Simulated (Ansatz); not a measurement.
BeTe built on the zincblende prototype: a single-point calculation in Ansatz (r2SCAN+SOC). The cell was relaxed with r2SCAN and then strained (isotropic -3.0 % on every length), with the atoms relaxed again with r2SCAN; k points keep the names of the unstrained zone.

input.yaml:
```yaml
crystal:
  lattice:
    - [0.0, 2.7437649167, 2.7437649167]
    - [2.7437649167, 0.0, 2.7437649167]
    - [2.7437649167, 2.7437649167, 0.0]
  atoms:
    - { symbol: Be, position: [0.0, 0.0, 0.0] }
    - { symbol: Te, position: [0.25, 0.25, 0.25] }
kpoints:
  mp_grid: { grid: [8, 8, 8] }
  band_path:
    path:
      - [0.0, 0.0, 0.0]
      - [-0.5, -0.5, 0.0]
      - [-0.375, -0.375, 0.25]
      - [-0.375, 0.0, 0.375]
      - [0.0, 0.0, 0.5]
      - [-0.5, -0.25, 0.25]
      - [0.0, 0.5, 0.5]
    npoints: 1
hamiltonian:
  xc: r2scan
scf:
  occupations: { method: fixed }
  n_extra_bands: 8
magnetization:
  noncollinear: true
  spin_orbit: true
output:
  forces: true
  stress: true
  eigenvalues: true
```

Wall time 8.8 s on 1 × NVIDIA H100 80GB HBM3 with 2 threads of AMD EPYC 7R13 Processor (Zen 3), on a shared host; peak host memory 1.2 GiB.

Task: What does the program print?

Result: Main lines of the log:
```
scf.n_extra_bands = 8 over 18 filled bands (N_el = 18.0): the run solves 26 bands
Pseudopotential: Be, paw_fr, valence charge 2, recommended cutoff 500 eV (meta_gga)
Pseudopotential: Te, paw_fr, valence charge 16, recommended cutoff 500 eV (meta_gga)
Functional definition: r2SCAN
Crystal: 2 atoms, lattice volume = 41.311 Å³
Basis set: ecut = 500 eV, 1067 PW (Γ)
Symmetry: 24 space group operations + 24 with time reversal
Magnetic group: BNS 216.75 (UNI 1577)
k-points: 29 of 512 (time reversal used)
NSCF: frozen V_eff on 7 k-points
Free energy (F): -7077.604426 eV
Fermi energy:    8.651752 eV
--- Stress (GPa, compression-positive) ---
        6.478343       0.000000       0.000000
        0.000000       6.478343       0.000000
        0.000000       0.000000       6.478343
  P = ⅓ Tr σ = 6.4783 GPa (64.783 kbar)
--- Band table (eV; the first three rows and the last of 29) ---
  k-point 0: bands = […, -4.9965, -4.9965, 7.6953, 7.6953, 8.6518, 8.6518, 8.6518, 8.6518, 12.2599, 12.2599, 12.3135, 12.3135, 12.3135, 12.3135, …]
  k-point 1: bands = […, -4.8214, -4.8214, 6.7560, 6.7560, 7.8946, 7.8946, 8.3548, 8.3562, 12.4683, 12.4683, 12.6681, 12.6681, 12.7256, 12.7375, …]
  k-point 2: bands = […, -4.3320, -4.3320, 4.6018, 4.6018, 7.3030, 7.3030, 7.8222, 7.8243, 12.3378, 12.3378, 13.2371, 13.2371, 13.3206, 13.3389, …]
  k-point 28: bands = […, -2.6717, -2.6717, 2.9849, 3.3248, 3.8034, 4.2628, 4.6647, 4.7168, 14.0507, 14.0728, 14.3692, 14.3939, 14.7432, 14.7442, …]
```
Iteration counts and the last digits belong to this one run.

The rows of the band table are 0: (0, 0, 0) = Γ, 1: (0, 0, 1/8), 2: (0, 0, 1/4), 28: (1/4, -1/2, -1/4) = W.

Levels at the listed points, from bands.tsv (eV from the Fermi energy, bands near the gap, counted from 0):
```tsv
# k_distance	band_8	band_9	band_10	band_11	band_12	band_13	band_14	band_15	band_16	band_17	band_18	band_19	band_20	band_21	band_22	band_23	band_24	band_25
# fermi_ev = 8.651752
# [0, 0, 0] at k_distance = 0.000000
# [-0.5, -0.5, 0] at k_distance = 1.144993
# [-0.375, -0.375, 0.25] at k_distance = 1.549810
# [-0.375, 0, 0.375] at k_distance = 2.250972
# [0, 0, 0.5] at k_distance = 2.952134
# [-0.5, -0.25, 0.25] at k_distance = 3.761767
# [0, 0.5, 0.5] at k_distance = 5.041909
# levels_relative_to = fermi_ev
0.000	-36.882	-36.882	-13.648	-13.648	-0.956	-0.956	0.000	0.000	0.000	0.000	3.608	3.608	3.662	3.662	3.662	3.662	4.837	4.837
1.145	-36.877	-36.877	-11.370	-11.370	-6.130	-6.130	-3.564	-3.564	-3.161	-3.161	1.844	1.844	2.577	2.577	10.645	10.645	10.987	10.987
1.550	-36.878	-36.877	-11.397	-11.397	-5.831	-5.609	-4.923	-4.641	-2.881	-2.867	2.639	2.663	5.466	5.555	8.498	8.543	9.060	9.145
2.251	-36.878	-36.877	-11.397	-11.397	-5.831	-5.609	-4.923	-4.641	-2.881	-2.867	2.639	2.663	5.466	5.555	8.498	8.543	9.060	9.145
2.952	-36.877	-36.877	-11.991	-11.991	-6.624	-6.624	-1.881	-1.881	-1.369	-1.369	3.481	3.481	4.655	4.655	4.704	4.704	8.143	8.143
3.762	-36.878	-36.878	-11.323	-11.323	-5.667	-5.327	-4.848	-4.389	-3.987	-3.935	5.399	5.421	5.717	5.742	6.091	6.092	6.590	6.796
5.042	-36.877	-36.877	-11.370	-11.370	-6.130	-6.130	-3.564	-3.564	-3.161	-3.161	1.844	1.844	2.577	2.577	10.645	10.645	10.987	10.987
```
In order the rows are Γ, X, U, K, L, W, X.

r2SCAN+SOC gives an indirect gap of 1.84 eV, from Γ to X; the least direct gap is 3.61 eV at Γ. At this geometry r2SCAN+SOC finds +6.48 GPa, compression counted positive: its own equilibrium volume is larger.

No magnetic order and no zero-point or thermal motion.
